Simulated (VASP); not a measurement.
Write the native input for VASP 6.6.1 that does the following.

```
Task                   : single point
Functional             : PBE
Dispersion             : D3(BJ)
Potentials or basis    : VASP PAW PBE potentials, release 64 (C, H, O)
Cutoff                 : 520 eV
k mesh                 : 1 × 1 × 1
Occupations            : fermi-dirac, width 0.02 eV
Spin                   : no spin polarisation
Dipole correction      : no
Further INCAR settings : LREAL = Auto; ALGO = Normal; EDIFF = 1e-07; NBANDS = 58
```

The structure of H2C3O lies in POSCAR:

```
H2C3O
1.0
    8.2582410000      0.0000000000      0.0000000000
    0.0000000000      8.2582410000      0.0000000000
    0.0000000000      0.0000000000      8.2582410000
C H O
12 8 4
Direct
    0.1155330778      0.8298740616      0.3492148025
    0.0547816418      0.7943580237      0.2199136596
    0.7975306121      0.0431205628      0.8910129893
    0.9109082673      0.1304030725      0.9238165852
    0.2579483936     -0.0017800401      0.7709389929
    0.3521936451      0.0208276799      0.6630709857
    0.2437201821      0.4264467457      0.0839646118
    0.2680231783      0.3871405545     -0.0557261528
    0.8884095293      0.1022978138      0.4678114867
    0.4002789456      0.0936640139      0.2240670864
    0.1029880334      0.5290351783      0.5790095009
    0.7389224897      0.4952991805      0.1161143154
    0.0049284103      0.7620630108      0.1043079271
    0.1883451936      0.8890392034      0.4436295817
    1.0123826612      0.2083252354      0.9638493234
    0.6914789723     -0.0278146399      0.8512829790
    0.4511130155      0.0540550948      0.5842406391
    0.1682198425     -0.0410983404      0.8539469846
    0.3030427424      0.3197533228     -0.1564982180
    0.2210640256      0.4456760223      0.2075139246
    0.7536108476      0.1047922917      0.4508829423
    0.4430846714      0.0300911538      0.1112827780
   -0.0342324715      0.5055556020      0.5852214776
    0.7018928123      0.4948874706      0.2491329570
```

The cell was built by a generator and needn't be a form met in nature.

The input as run:

INCAR

```
PREC = Accurate
ENCUT = 520
EDIFF = 1E-7
ISMEAR = -1
SIGMA = 0.02
LREAL = Auto
LASPH = T
NELM = 100
ALGO = Normal
ISIF = 2
LWAVE = F
LCHARG = F
GGA = PE
IVDW = 12
NBANDS = 58
```

KPOINTS

```
Automatic mesh
0
Gamma
  1 1 1
```

Potentials or basis: VASP PAW PBE potentials, release 64 (C, H, O).

Run with:

```sh
$ cat potpaw_PBE.64/C/POTCAR potpaw_PBE.64/H/POTCAR potpaw_PBE.64/O/POTCAR > POTCAR
$ mpirun -np 1 vasp_gam > vasp.out
```

It gave:

```
Pressure                   : 0.2 GPa
Largest force              : 2.795 eV/Å
Band gap on the k mesh     : 4.83 eV, direct
Dispersion energy per atom : -0.040 eV
```

Caveat: the standard files for N, O and F lose accuracy on very short bonds.

Run time: 2.6 min on 1 thread of Intel(R) Xeon(R) Platinum 8375C CPU @ 2.90GHz (Ice Lake), with other jobs on the host, peak memory 0.5 GiB.
